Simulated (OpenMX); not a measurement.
## ZnS (Wurtzite-2H): band structure with PBE

**Experimental background.**

A printed reference work, monograph reports, for a bulk crystal of ZnS at 4 K: band gap 3.911 eV (direct).

The system is ZnS (Wurtzite-2H).

```
Zn S
1.0
     3.81100    0.00000    0.00000
    -1.90550    3.30042    0.00000
     0.00000    0.00000    6.23400
Zn S
2 2
Direct
  0.66667 0.33333 0.50000
  0.33333 0.66667 0.00000
  0.66667 0.33333 0.88500
  0.33333 0.66667 0.38500
```

```yaml
Program: OpenMX 3.8.5
Task: band structure
Functional: PBE
Potentials_or_basis: OpenMX 2013 PBE set, Zn6.0H-s3p2d2f1, S7.0-s3p2d2f1, grid cutoff 500 Ry
k_mesh: 9 × 9 × 5
Occupations: fermi-dirac, width 0.05 eV
Spin: no spin polarisation
Mixing_scheme: rmm-diisk
SCF_threshold: 1e-08 Ha
Solver: band
Max_SCF_cycles: 100
```

```json
{
  "Pressure": "4.8 GPa",
  "Largest force": "0.339 eV/Å",
  "Band gap on the k mesh": "2.38 eV, direct",
  "Band gap along the path": "2.38 eV, direct",
  "Mulliken charges": "Zn +0.15; S -0.15 e"
}
```

Forces in eV/Å, atoms in the order of the input:
```
Zn   0.007 -0.003  0.338
Zn  -0.007  0.003  0.338
S    0.008 -0.003 -0.338
S   -0.008  0.003 -0.338
```

Levels at the corners of the path, in eV from the valence-band top:
```
point  band 24  band 25  band 26  band 27  band 28  band 29
    Γ    -0.03    -0.02     0.00     2.38     3.07     6.29
    M    -2.27    -1.56    -1.00     3.70     4.34     5.26
    K    -2.24    -2.23    -2.23     4.56     5.99     5.99
    Γ    -0.03    -0.02     0.00     2.38     3.07     6.29
    A    -0.47    -0.47    -0.47     3.61     3.61     6.74
    L    -1.68    -1.53    -1.53     3.69     3.69     5.22
    H    -3.14    -1.26    -1.26     4.60     4.60     6.61
  A|L    -0.47    -0.47    -0.47     3.61     3.61     6.74
  M|K    -2.27    -1.56    -1.00     3.70     4.34     5.26
    H    -3.14    -1.26    -1.26     4.60     4.60     6.61
```

Run time: 2.8 min on 1 thread of AMD EPYC 9R45 (Zen 5), on a shared host, peak memory 1.4 GiB.

Measured gap of ZnS: 3.911 eV (direct; 4 K; a printed reference work, monograph). This calculation gives 2.38 eV (-1.53 eV). The value is that of PBE in an atomic basis (OpenMX 2013 PBE set, Zn6.0H-s3p2d2f1, S7.0-s3p2d2f1, grid cutoff 500 Ry), whose error adds to the functional's,, without temperature or zero-point motion. Semilocal functionals fall short of measured gaps as a rule.

Caveat: Mulliken charges move with the basis; the basis of atomic orbitals isn't converged, which shifts pressures, moduli and gaps.
